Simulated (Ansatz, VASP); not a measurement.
Given: the input of a run of Ansatz 0.2.0 on W.

input.yaml

```yaml
crystal:
  lattice:
    - [-1.5609593379, 1.5609593379, 1.5609593379]
    - [1.5609593379, -1.5609593379, 1.5609593379]
    - [1.5609593379, 1.5609593379, -1.5609593379]
  atoms:
    - { symbol: W, position: [0.0, 0.0, 0.0] }
hamiltonian:
  xc: r2scan
  pseudopotentials: { kind: paw }
  dispersion: rvv10
kpoints:
  mp_grid: { grid: [12, 12, 12] }
scf:
  occupations: { method: fermi_dirac, width: 0.05 }
output:
  forces: true
  stress: true
  eigenvalues: true
```

Potentials or basis: Ansatz PAW.

Run with:

```console
$ ansatz run input.yaml --threads 2 --pin off --max-ram 5120MiB --backend cpu --events-out ev --progress --plain --runs-dir out
```

Question: Set up the same calculation for VASP 6.6.1. Potentials there: VASP PAW PBE potentials, release 64 (W_sv).

Answer: As run (the cutoff follows the program's own potentials):

POSCAR

```
W
1.0
   -1.5609593379      1.5609593379      1.5609593379
    1.5609593379     -1.5609593379      1.5609593379
    1.5609593379      1.5609593379     -1.5609593379
W
1
Direct
    0.0000000000      0.0000000000      0.0000000000
```

The input INCAR.step1:

```
SYSTEM = W
PREC = Accurate
ENCUT = 520
ISMEAR = -1
SIGMA = 0.05
LREAL = .FALSE.
LASPH = .TRUE.
NELM = 100
NBANDS = 13
GGA = PE
ALGO = Normal
EDIFF = 1E-4
LWAVE = .TRUE.
LCHARG = .FALSE.
```

INCAR.step2

```
SYSTEM = W
PREC = Accurate
ENCUT = 520
EDIFF = 1E-6
ISMEAR = -1
SIGMA = 0.05
LREAL = .FALSE.
LASPH = .TRUE.
NELM = 100
ALGO = Normal
ISIF = 2
LWAVE = .FALSE.
LCHARG = .FALSE.
METAGGA = R2SCAN
LMIXTAU = .TRUE.
LUSE_VDW = .TRUE.
IVDW_NL = 2
BPARAM = 11.95
CPARAM = 0.0093
NBANDS = 13
ISTART = 1
```

KPOINTS

```
Automatic mesh
0
G
  12 12 12
  0 0 0
```

Potentials or basis: VASP PAW PBE potentials, release 64 (W_sv).

Command:

```console
$ cat potpaw_PBE.64/W_sv/POTCAR > POTCAR
$ cp INCAR.step1 INCAR
$ mpirun -np 1 vasp_std > vasp.out
$ cp INCAR.step2 INCAR
$ mpirun -np 1 vasp_std > vasp.out
```

Both were run:

|  | VASP | Ansatz | Ansatz less VASP |
| --- | --- | --- | --- |
| gap on the k mesh at the Fermi level (eV) | none | none | - |
| pressure (GPa) | 15.8 | 13.3 | -2.41 |

A gap of «none» marks a metal or a gap that the smearing closes.

Caveats: so large a pressure means that the cell lies far from this level's equilibrium, or that cutoff or potentials fall short (VASP); the potentials were made for another functional, which shifts forces and pressure (VASP); the PAW data sets come from PBE, with cores solved anew for the run's functional, which leaves a small shift of forces and pressure (Ansatz). Spin-orbit coupling is left out, which matters for the levels of W.
